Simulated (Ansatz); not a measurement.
MgSe, space group Fm-3m, Wannier functions of the valence bands

Program: the Ansatz DFT code, driven from Python.

Interactive session:
```pycon
>>> from dataclasses import dataclass
>>> from pathlib import Path
>>> import warnings
>>> import ansatz as az
>>> import tomllib
>>> @dataclass(frozen=True)
... class Settings:
...     functional: str = 'PBE'
...     dispersion: str = 'd4'
...     smearing: str = 'fixed'
...
>>> cfg = Settings()
>>> warnings.simplefilter('ignore', az.DeckWarning)
>>> crystal = (
...     az.Lattice.of((0.0, 2.7255, 2.7255), (2.7255, 0.0, 2.7255), (2.7255, 2.7255, 0.0))
...     .atom('Mg', (0.0, 0.0, 0.0))
...     .atom('Se', (0.5, 0.5, 0.5))
... )
>>> crystal.resolved().sites[-1]
Site(symbol='Se', position=(0.5, 0.5, 0.5), moment=None, axis=None, held=None, saved=None)
>>> model = (
...     crystal.calculation()
...     .functional(cfg.functional, dispersion=cfg.dispersion)
...     .kpoints(5)
...     .occupations(cfg.smearing)
...     .wannier(mesh=(4, 4, 4), projections=[az.TrialShell('Se', 'p')], minimise=True)
... )
>>> done = model.run(runs_dir='w90')

>>> spreads = tomllib.loads(Path(done.output_folder, 'results', 'wannier.spreads.toml').read_text())
>>> print('converged:', spreads['converged'], 'in', spreads['n_iter'], 'steps; least projectability', round(spreads['least_projectability'], 3))
converged: True in 24 steps; least projectability 0.844
>>> print('invariant, diagonal, off-diagonal spread (A^2):', *(round(spreads[k], 4) for k in ('omega_i_ang2', 'omega_d_ang2', 'omega_od_ang2')))
invariant, diagonal, off-diagonal spread (A^2): 6.1519 0.0 0.0924
>>> for function in spreads['wannier']:
...     print('centre', [round(v, 3) for v in function['r']], 'spread', round(function['spread'], 4))
...
centre [2.726, 2.726, 2.725] spread 2.0814
centre [2.725, 2.725, 2.726] spread 2.0814
centre [2.725, 2.725, 2.725] spread 2.0814
```

Reading the output:
- Of the deposited cell: the entry's cell lengths or inner coordinates differ somewhat from later room-temperature determinations.
- The structure is a deposited one; some such entries were measured under pressure or heat, so a shift against it needn't be the functional's error alone.
- Run time: 1.5 s on 1 thread of Arm Neoverse V2 (shared host), peak memory 0.33 GiB.

(Lines on the test bed's own set-up are left out of the output.)
